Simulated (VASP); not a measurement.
# GaSb in VASP: a series of runs

The runs below take GaSb through single point, with PBE.

All numbers are computed with VASP 6.6.1; they aren't measurements. Logs are shortened: lines on timing, memory, paths and dates and some standing lists are left out, and cuts for length are marked.

**The experiment to reproduce.**

From a printed reference work, data compilation, for a bulk crystal of GaSb at 4.2 K: band gap 0.811 eV (direct).

The results are compared with them further down.

### Step 1. The cell of the first run

The structure is tetragonal, space group I-4m2 (No. 119). Conventional cell: a = 4.604 Å, b = 4.604 Å, c = 6.339 Å, α = 90.00°, β = 90.00°, γ = 90.00°. Ga (site symmetry -4m2) has 4 Sb at 2.79 Å within 3.7 Å. Sb (site symmetry -4m2) has 4 Ga at 2.79 Å within 3.7 Å.

### Step 2. Single point, PBE (33.60 Å³/atom)

INCAR reads:

```
PREC = Accurate
ENCUT = 520
EDIFF = 1E-6
ISMEAR = 0
SIGMA = 0.15
LREAL = False
LASPH = True
NELM = 100
ALGO = Normal
ISIF = 2
LWAVE = False
LCHARG = False
GGA = PE
NBANDS = 16
```

KPOINTS reads:

```
Automatic mesh
0
Gamma
  14 14 14
```

POSCAR reads:

```
GaSb
1.0
    0.0000000000      3.1697488436      3.2556993052
    3.2556993052      0.0000000000      3.2556993052
    3.2556993052      3.1697488436      0.0000000000
Ga Sb
1 1
Direct
    0.0000000000      0.0000000000      0.0000000000
    0.7500000000      0.7500000000      0.7500000000
```

Potentials or basis: VASP PAW PBE potentials, release 64 (Ga_d, Sb).

Run with:

```bash
$ cat potpaw_PBE.64/Ga_d/POTCAR potpaw_PBE.64/Sb/POTCAR > POTCAR
$ mpirun -np 1 vasp_std > vasp.out
```

OUTCAR:

```text
PREC = Accurate
   ENCUT = 520
   EDIFF = 1E-6
   ISMEAR = 0
   LREAL = False
   LASPH = True
   NELM = 100
   ISIF = 2
   GGA = PE

 ion  position               nearest neighbor table
   1  0.000  0.000  0.000-   2 2.79   2 2.79   2 2.79   2 2.79
   2  0.750  0.750  0.750-   1 2.79   1 2.79   1 2.79   1 2.79

  LATTYP: Found a body centered tetragonal cell.
 ALAT       =     4.6042541124
 C/A-ratio  =     1.3768783244

  Lattice vectors:

 A1 = (   0.0000000000,  -3.1697488436,   3.2556993052)
 A2 = (   0.0000000000,  -3.1697488436,  -3.2556993052)
 A3 = (   3.2556993052,   3.1697488436,   0.0000000000)

Analysis of symmetry for initial positions (statically):
=====================================================================
 Subroutine PRICEL returns:
 Original cell was already a primitive cell.

 Routine SETGRP: Setting up the symmetry group for a
 body centered tetragonal supercell.

 Subroutine GETGRP returns: Found  8 space group operations
 (whereof  8 operations were pure point group operations)
 out of a pool of 16 trial point group operations.

The static configuration has the point symmetry D_2d.

Analysis of symmetry for dynamics (positions and initial velocities):
=====================================================================
 Subroutine PRICEL returns:
 Original cell was already a primitive cell.

 Routine SETGRP: Setting up the symmetry group for a
 body centered tetragonal supercell.

 Subroutine GETGRP returns: Found  8 space group operations
 (whereof  8 operations were pure point group operations)
 out of a pool of 16 trial point group operations.

The dynamic configuration has the point symmetry D_2d.

 Subroutine INISYM returns: Found  8 space group operations
 (whereof  8 operations are pure point group operations),
 and found     1 'primitive' translations

----------------------------------------------------------------------------------------

                                     Primitive cell

  volume of cell :      67.1960

  direct lattice vectors                    reciprocal lattice vectors
     0.000000000  3.169748844  3.255699305    -0.153576837  0.157741204  0.153576837
     3.255699305  0.000000000  3.255699305     0.153576837 -0.157741204  0.153576837
     3.255699305  3.169748844  0.000000000     0.153576837  0.157741204 -0.153576837

  length of vectors
     4.543884428  4.604254112  4.543884428     0.268428719  0.268428719  0.268428719

  position of ions in fractional coordinates (direct lattice)
     0.000000000  0.000000000  0.000000000
     0.750000000  0.750000000  0.750000000

  ion indices of the primitive-cell ions
   primitive index   ion index
                 1           1
                 2           2

----------------------------------------------------------------------------------------

 KPOINTS: Automatic mesh

Automatic generation of k-mesh.
 Grid dimensions read from file:
 generate k-points for:   14   14   14

 Generating k-lattice:

  Cartesian coordinates                     Fractional coordinates (reciprocal lattice)
    -0.010969774  0.011267229  0.010969774     0.071428571  0.000000000  0.000000000
     0.010969774 -0.011267229  0.010969774    -0.000000000  0.071428571 -0.000000000
     0.010969774  0.011267229 -0.010969774     0.000000000  0.000000000  0.071428571

  Length of vectors
     0.019173480  0.019173480  0.019173480

  Shift w.r.t. Gamma in fractional coordinates (k-lattice)
     0.000000000  0.000000000  0.000000000

 Subroutine IBZKPT returns following result:
 ===========================================

 Found    244 irreducible k-points:

 Following reciprocal coordinates:
            Coordinates               Weight
  0.000000  0.000000  0.000000      1.000000
  0.071429  0.000000 -0.000000      8.000000
  0.142857  0.000000 -0.000000      8.000000
  0.214286  0.000000  0.000000      8.000000
  0.285714  0.000000  0.000000      8.000000
  0.357143  0.000000  0.000000      8.000000
[... 16 lines left out ...]
  0.214286  0.142857  0.000000     16.000000
  0.285714  0.142857  0.000000     16.000000
 [... further k-points ...]
   k-points           NKPTS =    244   k-points in BZ     NKDIM =    244   number of bands    NBANDS=     16
   number of dos      NEDOS =    301   number of ions     NIONS =      2
   total plane-waves  NPLWV =  46656
   dimension x,y,z NGX =    36 NGY =   36 NGZ =   36
   dimension x,y,z NGXF=    72 NGYF=   72 NGZF=   72
   ions per type =               1   1
   NGX,Y,Z   is equivalent  to a cutoff of  13.17, 13.00, 13.17 a.u.
   NGXF,Y,Z  is equivalent  to a cutoff of  26.34, 26.00, 26.34 a.u.
 SYSTEM =  unknown system
   PREC   = accura    normal or accurate (medium, high low for compatibility)
   ISTART =      0    job   : 0-new  1-cont  2-samecut
   ICHARG =      2    charge: 1-file 2-atom 10-const
   ISPIN  =      1    spin polarized calculation?
   LNONCOLLINEAR =      F non collinear calculations
   LSORBIT =      F    spin-orbit coupling
   LASPH  =      T    aspherical Exc in radial PAW
   ENCUT  =  520.0 eV  38.22 Ry    6.18 a.u.   8.45  8.56  8.45*2*pi/ulx,y,z
   NELM   =    100;   NELMIN=  2; NELMDL= -5     # of ELM steps
   EDIFF  = 0.1E-05   stopping-criterion for ELM
   LREAL  =      F    real-space projection
   EDIFFG = 0.1E-04   stopping-criterion for IOM
   NSW    =      0    number of steps for IOM
   IBRION =     -1    ionic relax: 0-MD 1-quasi-New 2-CG
   NFREE  =      0    steps in history (QN), initial steepest desc. (CG)
   ISIF   =      2    stress and relaxation
   ISYM   =      2    0-nonsym 1-usesym 2-fastsym
   POTIM  = 0.5000    time-step for ionic-motion
   TEBEG  =    0.0;   TEEND  =   0.0 temperature during run
   PSTRESS=    0.0 pullay stress
   NELECT =      18.0000    total number of electrons
   NUPDOWN=      -1.0000    fix difference up-down
   EMIN   =  10.00;   EMAX   =-10.00  energy-range for DOS
   EFERMI =   0.00;   METHOD = LEGACY
   ISMEAR =     0;   SIGMA  =   0.15  broadening in eV -4-tet -1-fermi 0-gaus
   EFERMI_NEDOS =   21; number of points for ismear=-14 and -15
   IALGO  =     38    algorithm
   IMIX   =      4    mixing-type and parameters
     AMIX     =   0.40;   BMIX     =  1.00
     AMIX_MAG =   1.60;   BMIX_MAG =  1.00
  volume/ion in A,a.u.               =      33.60       226.73
  Fermi-wavevector in a.u.,A,eV,Ry     =   1.055321  1.994267 15.152837  1.113702
  Thomas-Fermi vector in A             =   2.190515
   LORBIT       =      0    0 simple, 1 ext, 2 COOP (PROOUT), +10 PAW based schemes
   GGA     = PE    functional components
   LHFCALC =     F    Hartree Fock is set to
   AEXX    =    0.0000 exact exchange contribution
   IVDW    =     0    specifies the selected vdW correction
   LEPSILON=     F    determine dielectric tensor
   LRPA    =     F    only Hartree local field effects (RPA)
 non-spin polarized calculation
 Gauss-broadening in eV      SIGMA  =   0.15
  energy-cutoff  :      520.00
  volume of cell :       67.20
 maximum number of plane-waves:      1839
 NGX is ok and might be reduce to    36
   NGX = 17   NGY = 17   NGZ = 17

 number of electron      17.9999995 magnetization

 Free energy of the ion-electron system (eV)
  ---------------------------------------------------
  ext. energy  EPLUGINS =         0.00000000
  ---------------------------------------------------
  free energy    TOTEN  =        -7.27539630 eV

  energy without entropy =       -7.27444552  energy(sigma->0) =       -7.27492091

 E-fermi :   3.4301     XC(G=0):  -8.4090

 val. band max:        3.3402522869   @ k =   0.0714   0.0000  -0.0000
 cond. band min:       3.4539759440   @ k =   0.0000   0.0000   0.0000
 fundamental gap:      0.1137236571
 Fermi energy:         3.4301464061

 k-point     1 :       0.0000    0.0000    0.0000
  band No.  band energies     occupation
      1     -11.4239      2.00000
      2     -11.4239      2.00000
      3     -11.4197      2.00000
      4     -11.3954      2.00000
      5     -11.3906      2.00000
      6      -7.1059      2.00000
[... 8 lines left out ...]
     15      11.4633      0.00000
     16      11.8336      0.00000

 k-point     2 :       0.0714    0.0000   -0.0000
  band No.  band energies     occupation
      1     -11.4242      2.00000
      2     -11.4235      2.00000
      3     -11.4197      2.00000
      4     -11.3955      2.00000
      5     -11.3906      2.00000
      6      -7.0632      2.00000
[... 8 lines left out ...]
     15      11.1707      0.00000
     16      11.4715      0.00000

 k-point     3 :       0.1429    0.0000   -0.0000
  band No.  band energies     occupation
      1     -11.4256      2.00000
      2     -11.4226      2.00000
      3     -11.4193      2.00000
      4     -11.3956      2.00000
      5     -11.3906      2.00000
      6      -6.9374      2.00000
[... 8 lines left out ...]
     15      10.8145      0.00000
     16      11.0472      0.00000

 k-point     4 :       0.2143    0.0000    0.0000
  band No.  band energies     occupation
      1     -11.4281      2.00000
      2     -11.4213      2.00000
      3     -11.4184      2.00000
      4     -11.3956      2.00000
      5     -11.3906      2.00000
      6      -6.7364      2.00000
[... 8 lines left out ...]
     15      10.6966      0.00000
     16      10.8717      0.00000
[... 324 lines left out ...]
 k-point    22 :       0.1429    0.1429    0.0000
  band No.  band energies     occupation
      1     -11.4286      2.00000
      2     -11.4212      2.00000
      3     -11.4175      2.00000
      4     -11.3954      2.00000
      5     -11.3909      2.00000
      6      -6.8830      2.00000
[... 8 lines left out ...]
     15      10.1775      0.00000
     16      11.9628      0.00000

 k-point    23 :       0.2143    0.1429    0.0000
  band No.  band energies     occupation
      1     -11.4308      2.00000
      2     -11.4200      2.00000
      3     -11.4164      2.00000
      4     -11.3955      2.00000
      5     -11.3911      2.00000
      6      -6.7342      2.00000
[... 8 lines left out ...]
     15      10.7685      0.00000
     16      11.8941      0.00000

 k-point    24 :       0.2857    0.1429    0.0000
  band No.  band energies     occupation
      1     -11.4331      2.00000
      2     -11.4187      2.00000
      3     -11.4155      2.00000
      4     -11.3955      2.00000
      5     -11.3911      2.00000
      6      -6.5160      2.00000
[... 8 lines left out ...]
     15      11.3163      0.00000
     16      11.8958      0.00000

 [... further k-points ...]
[... 5 lines left out ...]
  --------------------------------------------------------------------------------------
  -------------------------------------------------------------------------------------
  Total       -1.7322862     -1.3275522     -1.7322862      0.0000000      0.0000000      0.0000000
  in kB      -41.3034949    -31.6532842    -41.3034949      0.0000000      0.0000000      0.0000000
  external PRESSURE =     -38.0867580 kB  Pullay stress =       0.0000000 kB

 VOLUME and BASIS-vectors are now :
 -----------------------------------------------------------------------------
  energy-cutoff  :      520.00
  volume of cell :       67.20
      direct lattice vectors                 reciprocal lattice vectors
     0.000000000  3.169748844  3.255699305    -0.153576837  0.157741204  0.153576837
     3.255699305  0.000000000  3.255699305     0.153576837 -0.157741204  0.153576837
     3.255699305  3.169748844  0.000000000     0.153576837  0.157741204 -0.153576837

 POSITION                                       TOTAL-FORCE (eV/Angst)
 -----------------------------------------------------------------------------------
      0.00000      0.00000      0.00000        -0.000000     -0.000000     -0.000000
      4.88355      4.75462      4.88355         0.000000      0.000000      0.000000
 -----------------------------------------------------------------------------------
    total drift:                               -0.000002     -0.000000     -0.000002

  FREE ENERGIE OF THE ION-ELECTRON SYSTEM (eV)
  ---------------------------------------------------
  free  energy   TOTEN  =        -7.2753963035 eV

  energy  without entropy=       -7.2744455169  energy(sigma->0) =       -7.27492091
```

Run time: 4.8 min. Hardware: 1 thread of Intel Xeon 8259CL, shared host; peak memory 0.41 GiB.

Results:

```yaml
Free_energy: -7.2754 eV
Pressure: -3.8 GPa
Band_gap_on_the_k_mesh: 0.11 eV (least direct gap 0.13 eV)
```

Levels at points of the mesh, in eV from the valence-band top:
```csv
k point,band 6,band 7,band 8,band 9,band 10,band 11,band 12,band 13
"(0.00, 0.00, 0.00)",-10.45,-1.00,-0.01,-0.01,0.11,2.78,2.86,2.86
"(0.50, 0.00, 0.00)",-9.20,-5.65,-0.97,-0.81,0.13,3.69,3.81,6.53
"(0.50, 0.50, 0.00)",-8.61,-6.15,-2.00,-1.98,1.11,1.59,7.65,7.67
"(0.50, 0.00, 0.50)",-8.55,-6.06,-2.12,-2.12,0.93,1.46,7.72,7.72
```

Caveat: the cell stands under tension; spin-orbit coupling is left out, which moves the levels of the heavy elements.

### Step 3. Single point, PBE (26.40 Å³/atom)

This run uses another cell than the first one, of 26.40 Å³/atom.

INCAR reads:

```
SYSTEM = GaSb
ALGO = Normal ; EDIFF = 1E-7
ENCUT = 520 ; GGA = PE
ISIF = 2 ; ISMEAR = 0
LASPH = .TRUE. ; LCHARG = .FALSE.
LREAL = .FALSE. ; LWAVE = .FALSE.
NBANDS = 16 ; NELM = 100
PREC = Accurate ; SIGMA = 0.15
```

KPOINTS reads:

```
k-points
0
G
  14 14 14
  0 0 0
```

POSCAR reads:

```
GaSb
1.0
    0.0000000000      2.9775359118      2.9775359118
    2.9775359118      0.0000000000      2.9775359118
    2.9775359118      2.9775359118      0.0000000000
Ga Sb
1 1
Direct
    0.0000000000      0.0000000000      0.0000000000
    0.7500000000      0.7500000000      0.7500000000
```

Potentials or basis: VASP PAW PBE potentials, release 64 (Ga_d, Sb).

Run with:

```bash
$ cat potpaw_PBE.64/Ga_d/POTCAR potpaw_PBE.64/Sb/POTCAR > POTCAR
$ mpirun -np 1 vasp_std > vasp.out
```

It took 52 s on 1 thread of Intel Xeon 8259CL, shared host; peak memory 0.24 GiB.

The run converged. Its results:

```
Free energy            : -7.2162 eV
Pressure               : 7.9 GPa
Band gap on the k mesh : 0.58 eV (least direct gap 0.63 eV)
```

Levels at points of the mesh, in eV from the valence-band top:
```csv
k point,band 7,band 8,band 9,band 10,band 11,band 12
"(0.00, 0.00, 0.00)",0.00,0.00,0.00,0.63,2.75,2.75
"(0.50, 0.00, 0.00)",-6.80,-1.29,-1.29,0.58,3.74,3.74
"(0.50, 0.50, 0.00)",-7.21,-2.87,-2.87,0.80,1.09,9.22
```

Caveat: the cell stands under pressure; spin-orbit coupling is left out, which moves the levels of the heavy elements. As with any semilocal functional, this PBE gap is likely too small.

### Step 4. Single point, PBE (27.60 Å³/atom)

This run uses another cell than the first one, of 27.60 Å³/atom.

INCAR reads:

```
SYSTEM = GaSb
  ALGO = Normal
  EDIFF = 1E-6
  ENCUT = 520
  GGA = PE
  ISIF = 2
  ISMEAR = 0
  LASPH = .True.
  LCHARG = .False.
  LREAL = .False.
  LWAVE = .False.
  NBANDS = 16
  NELM = 100
  PREC = Accurate
  SIGMA = 0.15
```

KPOINTS reads:

```
k-points
0
Gamma
  14 14 14
  0 0 0
```

POSCAR reads:

```
GaSb
1.0
    0.0000000000      3.0219866174      3.0219866174
    3.0219866174      0.0000000000      3.0219866174
    3.0219866174      3.0219866174      0.0000000000
Ga Sb
1 1
Direct
    0.0000000000      0.0000000000      0.0000000000
    0.7500000000      0.7500000000      0.7500000000
```

Run with:

```bash
$ cat potpaw_PBE.64/Ga_d/POTCAR potpaw_PBE.64/Sb/POTCAR > POTCAR
$ mpirun -np 1 vasp_std > vasp.out
```

It took 58 s on 1 thread of Intel Xeon 8259CL, shared host; peak memory 0.24 GiB.

It converged, with:

- Free energy: -7.3087 eV
- Pressure: 4.6 GPa
- Band gap on the k mesh: 0.30 eV

Levels at points of the mesh, in eV from the valence-band top:
```
           k point  band 7  band 8  band 9  band 10  band 11  band 12
(0.00, 0.00, 0.00)    0.00    0.00    0.00     0.30     2.76     2.76
(0.50, 0.00, 0.00)   -6.55   -1.21   -1.21     0.48     3.75     3.75
(0.50, 0.50, 0.00)   -6.98   -2.70   -2.70     0.86     1.18     8.92
```

Caveat: the cell stands under pressure; spin-orbit coupling is left out, which moves the levels of the heavy elements. A k mesh can miss the band edges.

(Part 1 of 2 ends here.)
